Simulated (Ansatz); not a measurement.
## A series in volume scale on CaO

All results are calculated (Ansatz 0.2.0). Periodic Kohn-Sham DFT of a crystal at fixed atoms, scaled to volume_scale times the given cell; pressure positive in compression, energy less spherical unpolarised free atoms, largest_vzz the field gradient of largest size among the nuclei.

The cell before it is scaled or strained (space group Fm-3m, No. 225):
```
CELL_PARAMETERS angstrom
0.00000 2.44900 2.44900
2.44900 0.00000 2.44900
2.44900 2.44900 0.00000
ATOMIC_POSITIONS crystal
Ca 0.00000 0.00000 0.00000
O 0.50000 0.50000 0.50000
```

Settings of every row: method all-electron LAPW; functional PBE; relativity scalar; k mesh 11x11x11; filling fermi-dirac; smearing width 0.02 eV; basis error target 0.5 meV/atom; nucleus gaussian.

Atom start moment: 0 on all atoms.

Limits: the cell was measured well above room temperature.

| row | volume scale | V (Å³/atom) | pressure (GPa) | energy less free atoms (eV/atom) |
| --- | --- | --- | --- | --- |
| 1 | 0.9405 | 13.814 | 2.187 | -6.4048 |
| 2 | 0.97 | 14.247 | -1.13 | -6.4061 |
| 3 | 1 | 14.688 | -3.988 | -6.399 |
| 4 | 1.03 | 15.129 | ? | ? |
| 5 | 1.06 | 15.569 | -8.457 | -6.3641 |

Question: what pressure and energy less free atoms should row 4 give?

Worked fit of pressure. Take u = (V_r/V)^(2/3) − 1 with V_r = 14.468 Å³ an atom, which is twice the finite (Eulerian) strain; such expansions in the strain, on which the Birch-Murnaghan equation of state is built, carry the rest volume and the bulk modulus. The shown rows have u = 0.03132, 0.01031, -0.01001, -0.04772. Least squares give pressure = −2.6201 + 141.082 × u + 393.67 × u² GPa; a straight line predicts inner rows, each left out in turn, worse (root mean square 0.38 against 0.013 GPa). The rows lie off it by 0.002, -0.006, 0.005, -0.001 (root mean square 0.0041 GPa). The pressure vanishes at u = 0.0177, or V = 14.09 Å³ an atom, and there the bulk modulus at fixed shape and fractions is B = −V dP/dV = (2/3)(1 + u) dP/du = 105 GPa. The withheld row has u = -0.02934, so the fit gives −2.6201 + 141.082 × (-0.02934) + 393.67 × (-0.02934)² = -6.421 GPa.

The calculation gave -6.408 GPa. The fit lies 0.013 GPa (0.12 % of the column's range) below it; its largest miss of a shown row is 0.006 GPa.

Worked fit of energy less free atoms. Take u = (V_r/V)^(2/3) − 1 with V_r = 14.468 Å³ an atom, which is twice the finite (Eulerian) strain; such expansions in the strain, on which the Birch-Murnaghan equation of state is built, carry the rest volume and the bulk modulus. The shown rows have u = 0.03132, 0.01031, -0.01001, -0.04772. Least squares give energy less free atoms = −6.40352 − 0.352 × u + 9.935 × u² eV/atom; a straight line predicts inner rows, each left out in turn, worse (root mean square 0.0097 against 8.7e-06 eV/atom). All shown rows lie on it to the printed digit. Its lowest point lies at u = 0.0177, or V = 14.09 Å³ an atom, and the curvature there gives the bulk modulus at fixed shape and fractions, B = (4/9)(1 + u)² E″(u)/V = 104 GPa. The withheld row has u = -0.02934, so the fit gives −6.40352 − 0.352 × (-0.02934) + 9.935 × (-0.02934)² = -6.3846 eV/atom.

The calculation gave -6.3846 eV/atom. The fit meets it to the printed digit.
